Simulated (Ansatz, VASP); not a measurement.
One calculation of Pt, two programs

Contents of INCAR:

```
SYSTEM = Pt
PREC = Accurate ; ENCUT = 520
EDIFF = 1E-6 ; ISMEAR = 0
SIGMA = 0.15 ; LREAL = .FALSE.
LASPH = .TRUE. ; NELM = 100
ALGO = Normal ; ISIF = 2
LWAVE = .FALSE. ; LCHARG = .FALSE.
GGA = PS ; NBANDS = 11
```

The input KPOINTS:

```
regular mesh
0
G
  20 20 20
  0 0 0
```

File POSCAR:

```
Pt
1.0
    0.0000000000      2.0166370000      1.9285315000
    2.0166370000      0.0000000000      1.9285315000
    2.0166370000      2.0166370000      0.0000000000
Pt
1
Direct
    0.0000000000      0.0000000000      0.0000000000
```

Input for Ansatz:

```yaml
crystal:
  lattice:
    - [0.0, 2.016637, 1.9285315]
    - [2.016637, 0.0, 1.9285315]
    - [2.016637, 2.016637, 0.0]
  atoms:
    - { symbol: Pt, position: [0.0, 0.0, 0.0] }
basis:
  ecutwfc: 420
kpoints:
  mp_grid: { grid: [20, 20, 20] }
hamiltonian:
  xc: pbesol
scf:
  occupations: { method: gaussian, width: 0.15 }
output:
  forces: true
  stress: true
  eigenvalues: true
```

Change from the starting cell: strain +0.030 along x and y, -0.015 along z, atoms carried along.

Alike in both runs: task single point; functional PBEsol; k mesh 20 × 20 × 20; occupations gaussian, width 0.15 eV; no spin polarisation.

```csv
,VASP,Ansatz
version,VASP 6.6.1,Ansatz 0.2.0
potentials or method,"VASP PAW PBE potentials, release 64 (Pt)","scalar-relativistic, plane waves, PAW"
plane-wave cutoff (eV),520,420
valence electrons in the cell,10,18
```

|  | VASP | Ansatz | Ansatz less VASP |
| --- | --- | --- | --- |
| gap on the k mesh at the Fermi level (eV) | none | none | - |
| pressure (GPa) | -11.0 | -10.6 | +0.41 |
| largest component of the traceless stress (GPa) | 2.03 | 2.04 | +0.003 |

A gap of «none» marks a metal or a gap that the smearing closes. With one functional, cell and mesh, what is left measures potentials, basis and numerics. The two sets of potentials don't hold the same shells in valence.

Caveats: the PAW data sets were made with another functional, which shifts forces and pressure a little (VASP). Spin-orbit coupling is left out, which matters for the levels of Pt.
